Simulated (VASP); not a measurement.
# FeO (Wuestite) (R-3m) in VASP: settings compared, part 2 of 2

VASP 6.6.1.

**4. Core levels, SCAN+D3(BJ)+U, collinear spin, random start**

This run uses another cell than the first one: it holds 6 atoms, not 4.

Contents of INCAR:

```
SYSTEM = FeO
ALGO = Normal ; EDIFF = 1E-6
ENCUT = 520 ; ICORELEVEL = 1
ISIF = 2 ; ISMEAR = -1
ISPIN = 2 ; IVDW = 12
LASPH = .True. ; LCHARG = .False.
LDAU = .True. ; LDAUJ = 1 0
LDAUL = 2 -1 ; LDAUPRINT = 1
LDAUTYPE = 1 ; LDAUU = 2 0
LMAXMIX = 4 ; LMIXTAU = .True.
LORBIT = 11 ; LREAL = .False.
LWAVE = .False. ; MAGMOM = -0.27 3.38 -1.16 0 0 0
METAGGA = SCAN ; NELM = 120
PREC = Accurate ; SIGMA = 0.05
```

Contents of FeO.cif:

```cif
data_FeO
_cell_length_a 3.03764180
_cell_length_b 3.03764180
_cell_length_c 7.55873185
_cell_angle_alpha 90.00000000
_cell_angle_beta 90.00000000
_cell_angle_gamma 120.00000000
_space_group_name_H-M_alt 'R-3m'
_space_group_name_Hall '-R 3 2"'
_space_group_IT_number 166
loop_
_space_group_symop_operation_xyz
'x,y,z'
'-x,-y,-z'
'-y,x-y,z'
'y,-x+y,-z'
'-x+y,-x,z'
'x-y,x,-z'
'y,x,-z'
'-y,-x,z'
'x-y,-y,-z'
'-x+y,y,z'
'-x,-x+y,-z'
'x,x-y,z'
'x+2/3,y+1/3,z+1/3'
'-x+2/3,-y+1/3,-z+1/3'
'-y+2/3,x-y+1/3,z+1/3'
'y+2/3,-x+y+1/3,-z+1/3'
'-x+y+2/3,-x+1/3,z+1/3'
'x-y+2/3,x+1/3,-z+1/3'
'y+2/3,x+1/3,-z+1/3'
'-y+2/3,-x+1/3,z+1/3'
'x-y+2/3,-y+1/3,-z+1/3'
'-x+y+2/3,y+1/3,z+1/3'
'-x+2/3,-x+y+1/3,-z+1/3'
'x+2/3,x-y+1/3,z+1/3'
'x+1/3,y+2/3,z+2/3'
'-x+1/3,-y+2/3,-z+2/3'
'-y+1/3,x-y+2/3,z+2/3'
'y+1/3,-x+y+2/3,-z+2/3'
'-x+y+1/3,-x+2/3,z+2/3'
'x-y+1/3,x+2/3,-z+2/3'
'y+1/3,x+2/3,-z+2/3'
'-y+1/3,-x+2/3,z+2/3'
'x-y+1/3,-y+2/3,-z+2/3'
'-x+y+1/3,y+2/3,z+2/3'
'-x+1/3,-x+y+2/3,-z+2/3'
'x+1/3,x-y+2/3,z+2/3'
loop_
_atom_site_label
_atom_site_type_symbol
_atom_site_symmetry_multiplicity
_atom_site_Wyckoff_symbol
_atom_site_fract_x
_atom_site_fract_y
_atom_site_fract_z
_atom_site_occupancy
Fe1 Fe 3 a 0.0000000000 0.0000000000 0.0000000000 1
O1 O 3 b 0.6666666667 0.3333333333 0.8333333333 1
```

Contents of KPOINTS:

```
k-points
0
Gamma
  10 10 4
  0 0 0
```

Contents of POSCAR:

```
Fe O 
 1.0000000000000000
     3.0376417999999998    0.0000000000000000    0.0000000000000000
    -1.5188208999999993    2.6306749663974891    0.0000000000000000
     0.0000000000000000    0.0000000000000000    7.5587318500000000
 Fe  O  
   3   3
Cartesian
  0.0000000000000000  0.0000000000000000  0.0000000000000000
  1.5188209000000001  0.8768916554658297  2.5195772833333332
  0.0000000000000005  1.7537833109316594  5.0391545666666664
  1.5188209001518822  0.8768916553781405  6.2989432080813756
 -0.0000000001518816  1.7537833110193488  1.2597886419186242
  3.0376417998481178  0.0000000000876892  3.7793659252519576
```

Potentials or basis: VASP PAW PBE potentials, release 54 (Fe, O).

The run is started by

```console
ase convert -i cif -o vasp FeO.cif POSCAR
cat potpaw_PBE.54/Fe/POTCAR potpaw_PBE.54/O/POTCAR > POTCAR
mpirun -np 1 vasp_std > vasp.out
```

OUTCAR:

```text
SYSTEM = FeO
   EDIFF = 1E-6
   ENCUT = 520
   ISIF = 2
   ISMEAR = -1
   ISPIN = 2
   IVDW = 12
   LASPH = .True.
   LORBIT = 11
   LREAL = .False.
   METAGGA = SCAN
   NELM = 120
   PREC = Accurate
 IVDW          = 12

 ion  position               nearest neighbor table
   1  0.000  0.000  0.000-   4 2.16   5 2.16   4 2.16   5 2.16   4 2.16   5 2.16   2 3.07   3 3.07
                             3 3.07   2 3.07   2 3.07   3 3.07
   2  0.667  0.333  0.333-   5 2.16   5 2.16   5 2.16   6 2.16   6 2.16   6 2.16   3 3.07   3 3.07
                             3 3.07   1 3.07   1 3.07   1 3.07
   3  0.333  0.667  0.667-   4 2.16   6 2.16   6 2.16   4 2.16   4 2.16   6 2.16   2 3.07   2 3.07
                             2 3.07   1 3.07   1 3.07   1 3.07
   4  0.667  0.333  0.833-   3 2.16   3 2.16   3 2.16   1 2.16   1 2.16   1 2.16
   5  0.333  0.667  0.167-   2 2.16   2 2.16   2 2.16   1 2.16   1 2.16   1 2.16
   6  1.000  0.000  0.500-   3 2.16   3 2.16   3 2.16   2 2.16   2 2.16   2 2.16

  LATTYP: Found a hexagonal cell.
 ALAT       =     3.0376418000
 C/A-ratio  =     2.4883552267

  Lattice vectors:

 A1 = (   3.0376418000,   0.0000000000,   0.0000000000)
 A2 = (  -1.5188209000,   2.6306749664,   0.0000000000)
 A3 = (   0.0000000000,   0.0000000000,   7.5587318500)

Analysis of symmetry for initial positions (statically):
=====================================================================
 Subroutine PRICEL returns following result:

  LATTYP: Found a trigonal (rhomboedric) cell.
 ALAT       =     3.0698575844
 COS(alpha) =     0.5104391633

  Lattice vectors:

 A1 = (  -0.0000000000,  -1.7537833109,   2.5195772833)
 A2 = (   1.5188209000,   0.8768916555,   2.5195772833)
 A3 = (  -1.5188209000,   0.8768916555,   2.5195772833)

   3 primitive cells build up your supercell.

 Routine SETGRP: Setting up the symmetry group for a
 hexagonal supercell.

 Subroutine GETGRP returns: Found 12 space group operations
 (whereof 12 operations were pure point group operations)
 out of a pool of 24 trial point group operations.

The static configuration has the point symmetry D_3d.
[... 321 lines left out ...]

 val. band max:        6.1886442853   @ k =  -0.1000   0.4000   0.2500
 cond. band min:       6.2199253954   @ k =  -0.2000   0.5000   0.2500
 fundamental gap:      0.0312811101
 Fermi energy:         6.2065901169

 spin component 1

 k-point     1 :       0.0000    0.0000    0.0000
  band No.  band energies     occupation
      1     -15.5319      1.00000
      2     -14.8019      1.00000
      3     -14.6460      1.00000
      4      -1.9009      1.00000
      5      -1.2930      1.00000
      6      -0.3737      1.00000
[... 258 lines left out ...]
      4      -1.9658      1.00000
      5      -1.6493      1.00000
      6      -1.1719      1.00000
[... 9 lines left out ...]
     16       3.7225      1.00000
     17       3.8431      1.00000

------------------------ aborting loop because EDIFF is reached ----------------------------------------

 Edisp (eV)   -0.39450

 E6    (eV) :    -0.3945

 E8    (eV) :     0.0000

  FORCE on cell =-STRESS in cart. coord.  units (eV):
  Direction    XX          YY          ZZ          XY          YZ          ZX
  --------------------------------------------------------------------------------------
  -------------------------------------------------------------------------------------
  Total      -2.86450    -2.86450    -2.45865    -0.00000     0.00000    -0.00000
  in kB     -75.98134   -75.98134   -65.21603    -0.00000     0.00000    -0.00000
  external pressure =      -72.39 kB  Pullay stress =        0.00 kB

 VOLUME and BASIS-vectors are now :
 -----------------------------------------------------------------------------
  energy-cutoff  :      520.00
  volume of cell :       60.40
      direct lattice vectors                 reciprocal lattice vectors
     3.037641800  0.000000000  0.000000000     0.329202739  0.190065290  0.000000000
    -1.518820900  2.630674966  0.000000000     0.000000000  0.380130580  0.000000000
     0.000000000  0.000000000  7.558731850     0.000000000  0.000000000  0.132297324

 POSITION                                       TOTAL-FORCE (eV/Angst)
 -----------------------------------------------------------------------------------
      0.00000      0.00000      0.00000         0.000000     -0.000000     -0.413305
      1.51882      0.87689      2.51958         0.000000      0.000000     -0.012261
      0.00000      1.75378      5.03915        -0.000000      0.000000      0.427106
      1.51882      0.87689      6.29894        -0.000000      0.000000      0.003469
     -0.00000      1.75378      1.25979        -0.000000      0.000000     -0.069779
      3.03764      0.00000      3.77937        -0.000000      0.000000      0.064770
 -----------------------------------------------------------------------------------
    total drift:                                0.000001     -0.000001     -0.001036

  FREE ENERGIE OF THE ION-ELECTRON SYSTEM (eV)
  ---------------------------------------------------
  free  energy   TOTEN  =       -79.4536328367 eV

  energy  without entropy=      -79.4126767780  energy(sigma->0) =      -79.43315481

 total charge

# of ion       s       p       d       tot
------------------------------------------
    1        0.285   0.360   6.073   6.717
    2        0.280   0.355   6.106   6.742
    3        0.285   0.360   6.073   6.717
    4        1.563   3.479   0.000   5.042
    5        1.565   3.476   0.000   5.041
    6        1.565   3.476   0.000   5.041
--------------------------------------------------
tot          5.543  11.506  18.252  35.300

 magnetization (x)

# of ion       s       p       d       tot
------------------------------------------
    1       -0.022  -0.012  -3.651  -3.685
    2        0.014   0.006   3.585   3.604
    3       -0.022  -0.012  -3.651  -3.685
    4       -0.026  -0.210   0.000  -0.236
    5       -0.001  -0.012   0.000  -0.013
    6       -0.001  -0.012   0.000  -0.012
--------------------------------------------------
tot         -0.058  -0.252  -3.718  -4.027
```

stdout:

```text
POSCAR found type information on POSCAR FeO
 POSCAR found :  2 types and       6 ions
 scaLAPACK will be used
 -----------------------------------------------------------------------------
|                                                                             |
|                                                                             |
|     You enforced a specific xc type in the INCAR file but a different       |
|     I HOPE YOU KNOW WHAT YOU ARE DOING!                                     |
|                                                                             |
 -----------------------------------------------------------------------------

 LDA part: xc-table for (None), standard interpolation
 POSCAR, INCAR and KPOINTS ok, starting setup
 FFT: planning ... GRIDC
 FFT: planning ... GRID_SOFT
 FFT: planning ... GRID
 WAVECAR not read
 entering main loop
```

Run time: 12 min. Hardware: 1 thread of Intel Xeon Platinum 8559C (Emerald Rapids), shared host; peak memory 0.31 GiB.

What came out:

```
Free energy                                           : -79.4536 eV
Pressure                                              : -7.2 GPa
Largest force                                         : 0.427 eV/Å
Band gap on the k mesh                                : none (metal or under the smearing width)
Net moment                                            : -4.07 μB per cell
Site moments                                          : Fe -3.69, +3.60; O -0.24, -0.01 μB
Valence electrons inside the program's atomic spheres : Fe 6.72, 6.74; O 5.04
Dispersion energy per atom                            : -0.066 eV
```

Forces in eV/Å, atoms in the order of the input:
```
Fe   0.000  0.000 -0.413
Fe   0.000  0.000 -0.012
Fe   0.000  0.000  0.427
O    0.000  0.000  0.003
O    0.000  0.000 -0.070
O    0.000  0.000  0.065
```

Eigenvalues of the final occupation matrices:
| site | spin | trace | eigenvalues |
| --- | --- | --- | --- |
| site 1 d | 1 | 1.22 | 0.07 0.12 0.12 0.45 0.45 |
| site 1 d | 2 | 4.87 | 0.96 0.96 0.96 1.00 1.00 |
| site 2 d | 1 | 4.86 | 0.95 0.95 0.96 0.99 0.99 |
| site 2 d | 2 | 1.27 | 0.06 0.12 0.12 0.49 0.49 |
| site 3 d | 1 | 1.22 | 0.07 0.12 0.12 0.45 0.45 |
| site 3 d | 2 | 4.87 | 0.96 0.96 0.96 1.00 1.00 |

Core levels (eV, on the scale of the bands):
| atom | levels |
| --- | --- |
| 1 Fe | 1s -7041.3, 2s -825.7, 2p -705.8, 3s -88.9, 3p -54.2 |
| 2 Fe | 1s -7040.9, 2s -825.4, 2p -705.5, 3s -88.6, 3p -53.9 |
| 3 Fe | 1s -7041.3, 2s -825.7, 2p -705.8, 3s -88.9, 3p -54.2 |
| 4 O | 1s -513.5 |
| 5 O | 1s -513.6 |
| 6 O | 1s -513.6 |

Caveat: the PAW data sets were made with another functional, which shifts forces and pressure a little; pairwise dispersion overbinds metals, which lowers pressure and volume. The state reached can hang on the start; a lower one may exist.
